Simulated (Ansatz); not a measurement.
Write the native input for Ansatz 0.2.0 that does the following.

```
Task                : band structure
Functional          : PBEsol
Potentials or basis : all-electron LAPW, non-relativistic
Cutoff              : 262 eV (chosen from the basis error)
Basis error allowed : 0.001 eV/atom
k mesh              : 11 × 11 × 6
Occupations         : fermi-dirac, width 0.05 eV
Spin                : no spin polarisation
```

Crystal: Tc.

```xyz
2
Lattice="2.7400 0.0000 0.0000 -1.3700 2.3729 0.0000 0.0000 0.0000 4.3980" Properties=species:S:1:pos:R:3 pbc="T T T"
Tc    1.3700    0.7910    3.2985
Tc    0.0000    1.5819    1.0995
```

One way to write it, as run:

input.yaml

```yaml
crystal:
  lattice:
    - [2.74, 0.0, 0.0]
    - [-1.37, 2.3729096064, 0.0]
    - [0.0, 0.0, 4.398]
  atoms:
    - { symbol: Tc, position: [0.6666666667, 0.3333333333, 0.75] }
    - { symbol: Tc, position: [0.3333333333, 0.6666666667, 0.25] }
kpoints:
  mp_grid: { grid: [11, 11, 6] }
  band_path:
    path:
      - [0.0, 0.0, 0.0]
      - [0.5, 0.0, 0.0]
      - [0.3333333333, 0.3333333333, 0.0]
      - [0.0, 0.0, 0.0]
      - [0.0, 0.0, 0.5]
      - [0.5, 0.0, 0.5]
      - [0.3333333333, 0.3333333333, 0.5]
      - [0.0, 0.0, 0.5]
    npoints: 8
scf:
  occupations: { method: fermi_dirac, width: 0.05 }
hamiltonian:
  xc: pbesol
  pseudopotentials:
    kind: all_electron
    lapw: { basis_error: 0.001 }
    relativity: none
output:
  forces: true
  stress: true
  eigenvalues: true
```

Potentials or basis: all-electron LAPW, non-relativistic.

The run is started by

```console
$ ansatz run input.yaml --threads 1 --pin off --max-ram 3072MiB --backend cpu --events-out ev --progress --plain --runs-dir out
```

It gave:

```json
{
 "Pressure": "-1.3 GPa",
 "Band gap along the path": "none (metal or under the smearing width)"
}
```

Caveat: relativity is left out, which matters for the heavier elements.

It took 13 s on 1 thread of Intel(R) Xeon(R) 6975P-C (Granite Rapids), with other jobs on the host, peak memory 0.42 GiB.
